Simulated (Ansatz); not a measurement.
**C: equation of state with LC-wPBE**

The system is C.

```xyz
2
Lattice="0.0000 1.7834 1.7834 1.7834 0.0000 1.7834 1.7834 1.7834 0.0000" Properties=species:S:1:pos:R:3 pbc="T T T"
C     2.6751    2.6751    2.6751
C     1.7834    1.7834    1.7834
```

This isn't the form of C at room conditions, which is graphite.

```
Program             : Ansatz 0.2.0
Task                : equation of state
Functional          : LC-wPBE
Potentials or basis : Ansatz PAW
Cutoff              : 420 eV
Density cutoff      : 1680 eV
k mesh              : 7 × 7 × 7
Occupations         : fermi-dirac, width 0.05 eV
Spin                : no spin polarisation
```

```
Equilibrium volume                      : 5.52 Å³/atom
Bulk modulus                            : 495 GPa
Pressure derivative of the bulk modulus : 3.5
```

Energy against volume, from the lowest point:
| volume (Å³/atom) | energy (meV/atom) |
| --- | --- |
| 5.332 | 9.56 |
| 5.445 | 1.05 |
| 5.558 | 0.00 |
| 5.672 | 6.08 |
| 5.785 | 18.53 |
| 5.899 | 36.67 |
| 6.012 | 60.17 |

All runs of the series together: 30 s on 2 threads of AMD EPYC 7B13 (Zen 3) (shared host).

Caveat: the k mesh is coarse (spacing up to 0.44 Å⁻¹), so the values aren't converged, least of all with exact exchange; the PAW data sets were made with another functional, which shifts forces and pressure a little.
